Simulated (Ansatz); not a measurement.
We consider rock-salt LiI, described by r²SCAN+SOC (Ansatz, a quantum-chemistry and plane-wave program, plane waves, PAW).

Numerical settings: plane-wave cutoff 560 eV, 10×10×10 k mesh, Fermi–Dirac smearing 0.01 eV, PAW data made under PBE.

Properties against volume:

```json
[
 {"V (Å³/atom)": "25.648", "P (GPa)": "1.47", "direct gap at Γ (eV)": "5.071"},
 {"V (Å³/atom)": "26.194", "P (GPa)": "0.93", "direct gap at Γ (eV)": "4.970"},
 {"V (Å³/atom)": "26.739", "P (GPa)": "0.44", "direct gap at Γ (eV)": "4.875"},
 {"V (Å³/atom)": "27.285", "P (GPa)": "0.00", "direct gap at Γ (eV)": "4.786"},
 {"V (Å³/atom)": "27.831", "P (GPa)": "-0.39", "direct gap at Γ (eV)": "4.701"},
 {"V (Å³/atom)": "28.377", "P (GPa)": "-0.75", "direct gap at Γ (eV)": "4.621"},
 {"V (Å³/atom)": "28.922", "P (GPa)": "-1.06", "direct gap at Γ (eV)": "4.545"}
]
```

The fundamental gap (4.66 eV at the equilibrium volume, with added k points) lies elsewhere than Γ–Γ.
